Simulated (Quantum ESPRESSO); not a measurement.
# AlNi under changes of volume

One of the cells (11.956 Å³/atom); the others are scaled copies at fixed shape and fractional positions:

```
Ni Al
1.0
     2.88100    0.00000    0.00000
     0.00000    2.88100    0.00000
     0.00000    0.00000    2.88100
Ni Al
1 1
Direct
  0.50000 0.50000 0.50000
  0.00000 0.00000 0.00000
```

| Item | Value |
| --- | --- |
| Program | Quantum ESPRESSO 7.5 |
| Functional | PBE |
| Dispersion | D3(BJ) |
| Potentials or basis | PseudoDojo 0.4.1 SR PBE standard |
| Cutoff | 1333 eV |
| Density cutoff | 5333 eV |
| k mesh | 9 × 9 × 9 |
| Occupations | fermi-dirac, width 0.05 eV |
| Spin | collinear spin, ferromagnetic start |
| Starting moments | [1.0, 0.0] μB |

| volume (Å³/atom) | energy over the lowest point (meV/atom) | pressure (GPa) |
| --- | --- | --- |
| 11.239 | 11.69 | 8.0 |
| 11.478 | 2.90 | 3.8 |
| 11.717 | 0.00 | 0.1 |
| 11.956 | 2.39 | -3.2 |
| 12.196 | ? | ? |
| 12.435 | 20.88 | -8.9 |
| 12.674 | 36.02 | -11.3 |

**Question.** What does the run at 12.196 Å³/atom give?

**Answer.** Energy over the lowest point 9.53 meV/atom; pressure -6.2 GPa.

Worked out: A Birch-Murnaghan fit of order 3 (a polynomial in V^(-2/3)) to the other rows has its minimum at 11.72 Å³/atom with B0 = V·E''(V) = 173 GPa and B' = 4.4. It gives 9.53 meV/atom at 12.196 Å³/atom, against the run's 9.53, and -dE/dV = -6.2 GPa, against -6.2.

Energies are extrapolated to zero smearing.

Caveats: pairwise dispersion overbinds metals, which lowers pressure and volume.
